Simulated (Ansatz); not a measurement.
# Au: a two-dimensional strain map, part 2 of 2

This session takes Au and sets out to strain the cell in the xy plane and along z independently.

Ansatz 0.2.0; DFT r2SCAN, scalar-relativistic, plane waves, PAW. Earlier steps stand in the parts before.

## 15. p = -0.015, q = 0.000

The COD cell was measured well above room temperature, so it is larger than a cold one.

The input, input.yaml:

```yaml
crystal:
  lattice:
    - [0.0, 2.0148175, 2.0455]
    - [2.0148175, 0.0, 2.0455]
    - [2.0148175, 2.0148175, 0.0]
  atoms:
    - { symbol: Au, position: [0.0, 0.0, 0.0] }
basis:
  ecutwfc: 500
kpoints:
  mp_grid: { grid: [20, 20, 20] }
hamiltonian:
  xc: r2scan
scf:
  occupations: { method: cold, width: 0.4 }
output:
  forces: true
  stress: true
  eigenvalues: true
```

Launch:

```sh
> ansatz run input.yaml --threads 1 --pin off --max-ram 2560MiB --backend cpu --events-out ev --progress --plain --runs-dir out
```

The program printed, cut to the lines that bear on the results:

```text
[...]
SCF converged after 6 iterations
Stability not checked: this state was not tested for a lower state beside it, because cold or Methfessel-Paxton smearing, or corrected tetrahedra, fill the levels in a way that the test cannot read (fill_not_monotonic; see scf.lower_state_search)
Free energy (F): -13163.480554 eV
[...]
E sigma→0 (E₀):  -13163.480435 eV
Entropy (-TS):   -0.000359 eV (-0.359 meV/atom)
Fermi energy:    21.246801 eV
[...]
--- Forces (eV/Å), atoms counted from 1 ---
  atom   1  Au    -0.00000000     0.00000000     0.00000000
[...]
--- Stress (GPa, compression-positive) ---
        9.995971       0.000000       0.000000
        0.000000       9.995971       0.000000
        0.000000       0.000000       9.579391
  P = ⅓ Tr σ = 9.8571 GPa (98.571 kbar)
--- Band table (eV; the first three rows and the last of 641) ---
  k-point 0: bands = ["-86.5317", "-37.2850", "-37.2849", "-37.2849", "10.8379", "16.0080", "16.1535", "16.1535", "17.6304", "17.7885", "36.3134", "40.4014", "40.6800", "40.6800"]
[...]
```

It took 33 s on 1 thread of AMD EPYC (Zen 3), shared host; peak memory 0.51 GiB.

## 16. At p = -0.015, q = 0.030

input.yaml, as its differences from that of step 15:

```diff
@@ -2,4 +2,4 @@
   lattice:
-    - [0.0, 2.0148175, 2.0455]
-    - [2.0148175, 0.0, 2.0455]
+    - [0.0, 2.0148175, 2.106865]
+    - [2.0148175, 0.0, 2.106865]
     - [2.0148175, 2.0148175, 0.0]
```

Launch:

```sh
> ansatz run input.yaml --threads 1 --pin off --max-ram 2560MiB --backend cpu --events-out ev --progress --plain --runs-dir out
```

The program printed, cut to the lines that bear on the results:

```text
[...]
SCF converged after 6 iterations
Stability not checked: this state was not tested for a lower state beside it, because cold or Methfessel-Paxton smearing, or corrected tetrahedra, fill the levels in a way that the test cannot read (fill_not_monotonic; see scf.lower_state_search)
Free energy (F): -13163.500371 eV
[...]
E sigma→0 (E₀):  -13163.500560 eV
Entropy (-TS):   0.000568 eV (0.568 meV/atom)
Fermi energy:    20.417513 eV
[...]
--- Forces (eV/Å), atoms counted from 1 ---
  atom   1  Au    -0.00000000     0.00000000     0.00000000
[...]
--- Stress (GPa, compression-positive) ---
        4.644485       0.000000       0.000000
        0.000000       4.644485       0.000000
        0.000000       0.000000       3.358224
  P = ⅓ Tr σ = 4.2157 GPa (42.157 kbar)
--- Band table (eV; the first three rows and the last of 641) ---
  k-point 0: bands = ["-87.2469", "-38.0106", "-38.0102", "-38.0102", "10.3413", "15.1705", "15.5911", "15.5911", "16.7327", "17.1851", "35.5638", "39.1333", "39.8813", "39.8813"]
[...]
```

It took 32 s on 1 thread of AMD EPYC (Zen 3), shared host; peak memory 0.52 GiB.

## 17. p = 0.000, q = -0.015

input.yaml, as its differences from that of step 16:

```diff
@@ -2,5 +2,5 @@
   lattice:
-    - [0.0, 2.0148175, 2.106865]
-    - [2.0148175, 0.0, 2.106865]
-    - [2.0148175, 2.0148175, 0.0]
+    - [0.0, 2.0455, 2.0148175]
+    - [2.0455, 0.0, 2.0148175]
+    - [2.0455, 2.0455, 0.0]
   atoms:
```

Launch:

```sh
> ansatz run input.yaml --threads 1 --pin off --max-ram 2560MiB --backend cpu --events-out ev --progress --plain --runs-dir out
```

The program printed, cut to the lines that bear on the results:

```text
[...]
SCF converged after 6 iterations
Stability not checked: this state was not tested for a lower state beside it, because cold or Methfessel-Paxton smearing, or corrected tetrahedra, fill the levels in a way that the test cannot read (fill_not_monotonic; see scf.lower_state_search)
Free energy (F): -13163.493694 eV
[...]
E sigma→0 (E₀):  -13163.493619 eV
Entropy (-TS):   -0.000225 eV (-0.225 meV/atom)
Fermi energy:    20.815164 eV
[...]
--- Forces (eV/Å), atoms counted from 1 ---
  atom   1  Au     0.00000000     0.00000000     0.00000000
[...]
--- Stress (GPa, compression-positive) ---
        6.702539       0.000000       0.000000
        0.000000       6.702539       0.000000
        0.000000       0.000000       7.031401
  P = ⅓ Tr σ = 6.8122 GPa (68.122 kbar)
--- Band table (eV; the first three rows and the last of 641) ---
  k-point 0: bands = ["-86.8996", "-37.6584", "-37.6584", "-37.6584", "10.5814", "15.7193", "15.7193", "15.8581", "17.2520", "17.4025", "35.9134", "40.0043", "40.0044", "40.2766"]
[...]
```

Run time: 31 s. Hardware: 1 thread of AMD EPYC (Zen 3), shared host; peak memory 0.52 GiB.

## 18. Point p = 0.000, q = 0.015

input.yaml, as its differences from that of step 17:

```diff
@@ -2,4 +2,4 @@
   lattice:
-    - [0.0, 2.0455, 2.0148175]
-    - [2.0455, 0.0, 2.0148175]
+    - [0.0, 2.0455, 2.0761825]
+    - [2.0455, 0.0, 2.0761825]
     - [2.0455, 2.0455, 0.0]
```

Launch:

```sh
> ansatz run input.yaml --threads 1 --pin off --max-ram 2560MiB --backend cpu --events-out ev --progress --plain --runs-dir out
```

The program printed, cut to the lines that bear on the results:

```text
[...]
SCF converged after 6 iterations
Stability not checked: this state was not tested for a lower state beside it, because cold or Methfessel-Paxton smearing, or corrected tetrahedra, fill the levels in a way that the test cannot read (fill_not_monotonic; see scf.lower_state_search)
Free energy (F): -13163.506700 eV
[...]
E sigma→0 (E₀):  -13163.506699 eV
Entropy (-TS):   -0.000004 eV (-0.004 meV/atom)
Fermi energy:    19.980590 eV
[...]
--- Forces (eV/Å), atoms counted from 1 ---
  atom   1  Au    -0.00000000    -0.00000000     0.00000000
[...]
--- Stress (GPa, compression-positive) ---
        1.593809       0.000000      -0.000000
        0.000000       1.593809      -0.000000
       -0.000000      -0.000000       1.278088
  P = ⅓ Tr σ = 1.4886 GPa (14.886 kbar)
--- Band table (eV; the first three rows and the last of 641) ---
  k-point 0: bands = ["-87.6124", "-38.3816", "-38.3816", "-38.3815", "10.0856", "15.0169", "15.1508", "15.1508", "16.5143", "16.6581", "35.1317", "38.9691", "39.2106", "39.2106"]
[...]
```

Run time: 36 s. Hardware: 1 thread of AMD EPYC (Zen 3), shared host; peak memory 0.52 GiB.

## 19. At p = 0.015, q = -0.030

input.yaml, as its differences from that of step 18:

```diff
@@ -2,5 +2,5 @@
   lattice:
-    - [0.0, 2.0455, 2.0761825]
-    - [2.0455, 0.0, 2.0761825]
-    - [2.0455, 2.0455, 0.0]
+    - [0.0, 2.0761825, 1.984135]
+    - [2.0761825, 0.0, 1.984135]
+    - [2.0761825, 2.0761825, 0.0]
   atoms:
```

Launch:

```sh
> ansatz run input.yaml --threads 1 --pin off --max-ram 2560MiB --backend cpu --events-out ev --progress --plain --runs-dir out
```

The program printed, cut to the lines that bear on the results:

```text
[...]
SCF converged after 6 iterations
Stability not checked: this state was not tested for a lower state beside it, because cold or Methfessel-Paxton smearing, or corrected tetrahedra, fill the levels in a way that the test cannot read (fill_not_monotonic; see scf.lower_state_search)
Free energy (F): -13163.500770 eV
[...]
E sigma→0 (E₀):  -13163.500699 eV
Entropy (-TS):   -0.000210 eV (-0.210 meV/atom)
Fermi energy:    20.419775 eV
[...]
--- Forces (eV/Å), atoms counted from 1 ---
  atom   1  Au    -0.00000000    -0.00000000     0.00000000
[...]
--- Stress (GPa, compression-positive) ---
        3.894983       0.000000      -0.000000
        0.000000       3.894983      -0.000000
       -0.000000      -0.000000       4.753281
  P = ⅓ Tr σ = 4.1811 GPa (41.811 kbar)
--- Band table (eV; the first three rows and the last of 641) ---
  k-point 0: bands = ["-87.2471", "-38.0107", "-38.0107", "-38.0106", "10.3413", "15.3196", "15.3196", "15.7157", "16.7430", "17.1720", "35.5657", "39.3683", "39.3683", "40.1687"]
[...]
```

Run time: 38 s. Hardware: 1 thread of AMD EPYC (Zen 3), shared host; peak memory 0.51 GiB.

## 20. Point p = 0.015, q = 0.000

input.yaml, as its differences from that of step 19:

```diff
@@ -2,4 +2,4 @@
   lattice:
-    - [0.0, 2.0761825, 1.984135]
-    - [2.0761825, 0.0, 1.984135]
+    - [0.0, 2.0761825, 2.0455]
+    - [2.0761825, 0.0, 2.0455]
     - [2.0761825, 2.0761825, 0.0]
```

Launch:

```sh
> ansatz run input.yaml --threads 1 --pin off --max-ram 2560MiB --backend cpu --events-out ev --progress --plain --runs-dir out
```

The program printed, cut to the lines that bear on the results:

```text
[...]
SCF converged after 6 iterations
Stability not checked: this state was not tested for a lower state beside it, because cold or Methfessel-Paxton smearing, or corrected tetrahedra, fill the levels in a way that the test cannot read (fill_not_monotonic; see scf.lower_state_search)
Free energy (F): -13163.507215 eV
[...]
E sigma→0 (E₀):  -13163.507210 eV
Entropy (-TS):   -0.000014 eV (-0.014 meV/atom)
Fermi energy:    19.577606 eV
[...]
--- Forces (eV/Å), atoms counted from 1 ---
  atom   1  Au     0.00000000    -0.00000000    -0.00000000
[...]
--- Stress (GPa, compression-positive) ---
       -0.914954       0.000000       0.000000
        0.000000      -0.914954      -0.000000
       -0.000000      -0.000000      -0.655178
  P = ⅓ Tr σ = -0.8284 GPa (-8.284 kbar)
--- Band table (eV; the first three rows and the last of 641) ---
  k-point 0: bands = ["-87.9576", "-38.7318", "-38.7316", "-38.7316", "9.8460", "14.7434", "14.7434", "14.8711", "16.1584", "16.2954", "34.7500", "38.5789", "38.5790", "38.8139"]
[...]
```

It took 40 s on 1 thread of AMD EPYC (Zen 3), shared host; peak memory 0.52 GiB.

## 21. At p = 0.015, q = 0.030

input.yaml, as its differences from that of step 20:

```diff
@@ -2,4 +2,4 @@
   lattice:
-    - [0.0, 2.0761825, 2.0455]
-    - [2.0761825, 0.0, 2.0455]
+    - [0.0, 2.0761825, 2.106865]
+    - [2.0761825, 0.0, 2.106865]
     - [2.0761825, 2.0761825, 0.0]
```

Launch:

```sh
> ansatz run input.yaml --threads 1 --pin off --max-ram 2560MiB --backend cpu --events-out ev --progress --plain --runs-dir out
```

The program printed, cut to the lines that bear on the results:

```text
[...]
SCF converged after 6 iterations
Stability not checked: this state was not tested for a lower state beside it, because cold or Methfessel-Paxton smearing, or corrected tetrahedra, fill the levels in a way that the test cannot read (fill_not_monotonic; see scf.lower_state_search)
Free energy (F): -13163.497612 eV
[...]
E sigma→0 (E₀):  -13163.497597 eV
Entropy (-TS):   -0.000045 eV (-0.045 meV/atom)
Fermi energy:    18.798916 eV
[...]
--- Forces (eV/Å), atoms counted from 1 ---
  atom   1  Au    -0.00000000     0.00000000     0.00000000
[...]
--- Stress (GPa, compression-positive) ---
       -4.763914       0.000000       0.000000
        0.000000      -4.763914       0.000000
        0.000000       0.000000      -5.002836
  P = ⅓ Tr σ = -4.8436 GPa (-48.436 kbar)
--- Band table (eV; the first three rows and the last of 641) ---
  k-point 0: bands = ["-88.6264", "-39.4097", "-39.4097", "-39.4093", "9.3826", "14.0818", "14.2051", "14.2051", "15.4648", "15.5957", "34.0040", "37.5916", "37.7984", "37.7984"]
[...]
```

It took 41 s on 1 thread of AMD EPYC (Zen 3), shared host; peak memory 0.52 GiB.

## 22. At p = 0.030, q = -0.015

input.yaml, as its differences from that of step 21:

```diff
@@ -2,5 +2,5 @@
   lattice:
-    - [0.0, 2.0761825, 2.106865]
-    - [2.0761825, 0.0, 2.106865]
-    - [2.0761825, 2.0761825, 0.0]
+    - [0.0, 2.106865, 2.0148175]
+    - [2.106865, 0.0, 2.0148175]
+    - [2.106865, 2.106865, 0.0]
   atoms:
```

Launch:

```sh
> ansatz run input.yaml --threads 1 --pin off --max-ram 2560MiB --backend cpu --events-out ev --progress --plain --runs-dir out
```

The program printed, cut to the lines that bear on the results:

```text
[...]
SCF converged after 6 iterations
Stability not checked: this state was not tested for a lower state beside it, because cold or Methfessel-Paxton smearing, or corrected tetrahedra, fill the levels in a way that the test cannot read (fill_not_monotonic; see scf.lower_state_search)
Free energy (F): -13163.503250 eV
[...]
E sigma→0 (E₀):  -13163.503134 eV
Entropy (-TS):   -0.000348 eV (-0.348 meV/atom)
Fermi energy:    19.207251 eV
[...]
--- Forces (eV/Å), atoms counted from 1 ---
  atom   1  Au     0.00000000     0.00000000    -0.00000000
[...]
--- Stress (GPa, compression-positive) ---
       -3.041873       0.000000       0.000000
        0.000000      -3.041873       0.000000
        0.000000       0.000000      -2.364067
  P = ⅓ Tr σ = -2.8159 GPa (-28.159 kbar)
--- Band table (eV; the first three rows and the last of 641) ---
  k-point 0: bands = ["-88.2839", "-39.0624", "-39.0620", "-39.0620", "9.6214", "14.3678", "14.3678", "14.7324", "15.6840", "16.0750", "34.4176", "37.9849", "37.9850", "38.6733"]
[...]
```

Wall time 40 s (1 thread of AMD EPYC (Zen 3), shared host); peak memory 0.52 GiB.

## 23. Point p = 0.030, q = 0.015

input.yaml, as its differences from that of step 22:

```diff
@@ -2,4 +2,4 @@
   lattice:
-    - [0.0, 2.106865, 2.0148175]
-    - [2.106865, 0.0, 2.0148175]
+    - [0.0, 2.106865, 2.0761825]
+    - [2.106865, 0.0, 2.0761825]
     - [2.106865, 2.106865, 0.0]
```

Launch:

```sh
> ansatz run input.yaml --threads 1 --pin off --max-ram 2560MiB --backend cpu --events-out ev --progress --plain --runs-dir out
```

The program printed, cut to the lines that bear on the results:

```text
Warning: RAYON_NUM_THREADS=1 ignored (pool sized by the plan → 1); use --threads N
[...]
[... 3 set-up lines as earlier in the session ...]
[...]
Crystal: 1 atoms, lattice volume = 18.432 Å³
Basis set: ecut = 500 eV, 459 PW (Γ), exchange–correlation on 96×96×96 points (64 copies of the dense FFT grid, shifted against one another)
Bands: 14, of which v1, the nominal top of the filled ones, is band 10 counted from 1 (9 counted from 0)
[... 2 set-up lines as earlier in the session ...]
k-points: 641 of 8000
[...]
SCF iter   1: F=—  HF=-13163.496785 eV  |F-HF|=—  |Δ(HF+E_count)|=         —  Δρ=1.48e-2  dr2=4.27e-2  dr2_τ=2.60e-3  ethr=1.77e-3  ⟨swp⟩=4.1  Hψ=42927  notcnv=0
[...]
SCF converged after 6 iterations
Stability not checked: this state was not tested for a lower state beside it, because cold or Methfessel-Paxton smearing, or corrected tetrahedra, fill the levels in a way that the test cannot read (fill_not_monotonic; see scf.lower_state_search)
Free energy (F): -13163.488030 eV
[...]
E sigma→0 (E₀):  -13163.487981 eV
Entropy (-TS):   -0.000146 eV (-0.146 meV/atom)
Fermi energy:    18.422806 eV
[...]
--- Forces (eV/Å), atoms counted from 1 ---
  atom   1  Au    -0.00000000     0.00000000     0.00000000
[...]
--- Stress (GPa, compression-positive) ---
       -6.642013       0.000000       0.000000
        0.000000      -6.642013       0.000000
        0.000000       0.000000      -6.437979
  P = ⅓ Tr σ = -6.5740 GPa (-65.740 kbar)
--- Band table (eV; the first three rows and the last of 641) ---
  k-point 0: bands = ["-88.9503", "-39.7382", "-39.7378", "-39.7378", "9.1585", "13.8228", "13.8228", "13.9404", "15.1299", "15.2548", "33.6395", "37.2079", "37.2079", "37.4080"]
[...]
```

It took 39 s on 1 thread of AMD EPYC (Zen 3), shared host; peak memory 0.53 GiB.

## 24. p = -0.015, q = -0.015

input.yaml, as its differences from that of step 23:

```diff
@@ -2,5 +2,5 @@
   lattice:
-    - [0.0, 2.106865, 2.0761825]
-    - [2.106865, 0.0, 2.0761825]
-    - [2.106865, 2.106865, 0.0]
+    - [0.0, 2.0148175, 2.0148175]
+    - [2.0148175, 0.0, 2.0148175]
+    - [2.0148175, 2.0148175, 0.0]
   atoms:
```

Launch:

```sh
> ansatz run input.yaml --threads 1 --pin off --max-ram 2560MiB --backend cpu --events-out ev --progress --plain --runs-dir out
```

The program printed, cut to the lines that bear on the results:

```text
Warning: RAYON_NUM_THREADS=1 ignored (pool sized by the plan → 1); use --threads N
[...]
[... 3 set-up lines as earlier in the session ...]
[...]
Crystal: 1 atoms, lattice volume = 16.358 Å³
Basis set: ecut = 500 eV, 411 PW (Γ), exchange–correlation on 96×96×96 points (64 copies of the dense FFT grid, shifted against one another)
Bands: 14, of which v1, the nominal top of the filled ones, is band 10 counted from 1 (9 counted from 0)
[... 2 set-up lines as earlier in the session ...]
k-points: 256 of 8000
[...]
SCF iter   1: F=—  HF=-13163.469420 eV  |F-HF|=—  |Δ(HF+E_count)|=         —  Δρ=1.47e-2  dr2=3.47e-2  dr2_τ=3.75e-3  ethr=1.77e-3  ⟨swp⟩=4.1  Hψ=17121  notcnv=0
[...]
SCF converged after 6 iterations
Stability not checked: this state was not tested for a lower state beside it, because cold or Methfessel-Paxton smearing, or corrected tetrahedra, fill the levels in a way that the test cannot read (fill_not_monotonic; see scf.lower_state_search)
Free energy (F): -13163.462931 eV
[...]
E sigma→0 (E₀):  -13163.462704 eV
Entropy (-TS):   -0.000680 eV (-0.680 meV/atom)
Fermi energy:    21.684771 eV
[...]
--- Forces (eV/Å), atoms counted from 1 ---
  atom   1  Au    -0.00000000     0.00000000     0.00000000
[...]
--- Stress (GPa, compression-positive) ---
       13.151600       0.000000      -0.000000
        0.000000      13.151600       0.000000
        0.000000      -0.000000      13.151600
  P = ⅓ Tr σ = 13.1516 GPa (131.516 kbar)
--- Band table (eV; the first three rows and the last of 256) ---
  k-point 0: bands = ["-86.1576", "-36.9053", "-36.9053", "-36.9053", "11.0990", "16.4486", "16.4486", "16.4486", "18.0988", "18.0988", "36.7138", "41.0828", "41.0828", "41.0828"]
[...]
```

Run time: 17 s. Hardware: 1 thread of AMD EPYC (Zen 3), shared host; peak memory 0.42 GiB.

## 25. p = -0.015, q = 0.015

input.yaml, as its differences from that of step 24:

```diff
@@ -2,4 +2,4 @@
   lattice:
-    - [0.0, 2.0148175, 2.0148175]
-    - [2.0148175, 0.0, 2.0148175]
+    - [0.0, 2.0148175, 2.0761825]
+    - [2.0148175, 0.0, 2.0761825]
     - [2.0148175, 2.0148175, 0.0]
```

Launch:

```sh
> ansatz run input.yaml --threads 1 --pin off --max-ram 2560MiB --backend cpu --events-out ev --progress --plain --runs-dir out
```

The program printed, cut to the lines that bear on the results:

```text
[...]
SCF converged after 6 iterations
Stability not checked: this state was not tested for a lower state beside it, because cold or Methfessel-Paxton smearing, or corrected tetrahedra, fill the levels in a way that the test cannot read (fill_not_monotonic; see scf.lower_state_search)
Free energy (F): -13163.492881 eV
[...]
E sigma→0 (E₀):  -13163.492915 eV
Entropy (-TS):   0.000100 eV (0.100 meV/atom)
Fermi energy:    20.824947 eV
[...]
--- Forces (eV/Å), atoms counted from 1 ---
  atom   1  Au     0.00000000     0.00000000     0.00000000
[...]
--- Stress (GPa, compression-positive) ---
        7.169103       0.000000       0.000000
        0.000000       7.169103       0.000000
        0.000000      -0.000000       6.323421
  P = ⅓ Tr σ = 6.8872 GPa (68.872 kbar)
--- Band table (eV; the first three rows and the last of 641) ---
  k-point 0: bands = ["-86.8946", "-37.6533", "-37.6531", "-37.6531", "10.5855", "15.5822", "15.8679", "15.8679", "17.1751", "17.4839", "35.9303", "39.7525", "40.2794", "40.2794"]
[...]
```

It took 34 s on 1 thread of AMD EPYC (Zen 3), shared host; peak memory 0.51 GiB.

## 26. All points together

Energy above the undisturbed cell in meV/atom; points alike by symmetry are filled in, and a dash was not computed:

```
 p \ q  -0.030  -0.015  0.000  0.015  0.030
-0.030   125.9    91.7   64.3   42.9   27.1
-0.015    63.0    39.6   21.9    9.6    2.1
 0.000    22.7     8.8    0.0   -4.2   -4.2
 0.015     1.7       –   -4.7      –    4.9
 0.030    -2.8    -0.7    5.1   14.5   26.9
```

Pressure in GPa:

```csv
p \ q,-0.030,-0.015,0.000,0.015,0.030
-0.030,25.0,20.7,16.9,13.4,10.3
-0.015,16.8,13.2,9.9,6.9,4.2
0.000,9.9,6.8,4.0,1.5,-0.8
0.015,4.2,–,-0.8,–,-4.8
0.030,-0.6,-2.8,-4.8,-6.6,-8.1
```

## 27. Results

This closing draws on all 2 parts.

| quantity | value |
| --- | --- |
| highest point | 125.9 meV/atom at (p, q) = (-0.030, -0.030) |
| lowest point away from the origin | -4.7 meV/atom at (0.015, 0.000) |

In words: Cutoff, mesh or smearing here differ from converged choices, so read the numbers with care. Of the points run, the lowest is (0.015, 0.000), 4.7 meV/atom below the undisturbed cell, which was taken as given and not relaxed at this level. At |p| = |q| = 0.030, points where p and q have the same sign cost 76.4 meV/atom on average, those of opposite sign 12.2: stretching in the plane is cheaper with a contraction along z. Spin-orbit coupling is left out for Au.
